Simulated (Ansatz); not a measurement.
**BaTe: a single-point run**

Wanted: a converged single-point run for BaTe, and a check of what comes out. The structure is shown as the input types it. The cell is built on a prototype (NiAs type) and needn't be the phase found in nature.

Computed with Ansatz 0.2.0 (density functional or hybrid calculation with the settings of its input, plane waves (as first typed), unless a step's input says otherwise).

8 further runs of the same task are left out: 2 for a known fault of the program, 5 that didn't finish, 1 set aside as unsound or not needed.

**1. The system as given**

The structure is hexagonal, space group P6_3/mmc (No. 194). Conventional cell: a = 4.895 Å, b = 4.895 Å, c = 8.584 Å, α = 90.00°, β = 90.00°, γ = 120.00°. Ba (site symmetry -3m) has 6 Te at 3.55 Å as nearest neighbours. Around Te (site symmetry -6m2) lie 6 Ba at 3.55 Å.

The input asks for a charge of -2 e on the cell.

As a file:

```cif
data_structure
_symmetry_space_group_name_H-M 'P 1'
_symmetry_Int_Tables_number 1
_cell_length_a 4.8954
_cell_length_b 4.8954
_cell_length_c 8.5841
_cell_angle_alpha 90.000
_cell_angle_beta 90.000
_cell_angle_gamma 120.000
_cell_volume 178.15
loop_
_atom_site_label
_atom_site_type_symbol
_atom_site_fract_x
_atom_site_fract_y
_atom_site_fract_z
_atom_site_occupancy
Ba1 Ba 0.00000 0.00000 0.00000 1
Ba2 Ba 0.00000 0.00000 0.50000 1
Te1 Te 0.33333 0.66667 0.25000 1
Te2 Te 0.66667 0.33333 0.75000 1
```

**2. The calculation**

input.yaml reads:

```yaml
crystal:
  lattice:
    - [4.8953714734, 0.0, 0.0]
    - [-2.4476857367, 4.2395160569, 0.0]
    - [0.0, 0.0, 8.5840688827]
  atoms:
    - { symbol: Ba, position: [0.0, 0.0, 0.0] }
    - { symbol: Ba, position: [0.0, 0.0, 0.5] }
    - { symbol: Te, position: [0.3333333333, 0.6666666667, 0.25] }
    - { symbol: Te, position: [0.6666666667, 0.3333333333, 0.75] }
kpoints:
  mp_grid: { grid: [6, 6, 2] }
hamiltonian:
  xc: pbesol
scf:
  occupations: { method: fixed }
  n_extra_bands: 5
  max_iter: 65
output:
  forces: true
  stress: true
  eigenvalues: true
total_charge: -2
```

Command:

```console
ansatz run input.yaml --threads 4 --pin off --max-ram 3686MiB --backend cpu --events-out ev --progress --plain --runs-dir out
```

Q: Will this input give a usable result? If not, why, and what should change?

The run converged and reported no error, with warnings (band overlap at count, metallic iterate, unresolved pair at count). Its log warns: «a fill by count may have filled part of one level: at k-index 5 the highest filled band, 8.163600 eV, and the lowest empty band, 8.163600 eV, stand 1.776e-15 eV apart ...»

The suspect setting: total_charge is -2. With this charge the calculation describes a differently charged system.

To check: delete total_charge (the default then holds).
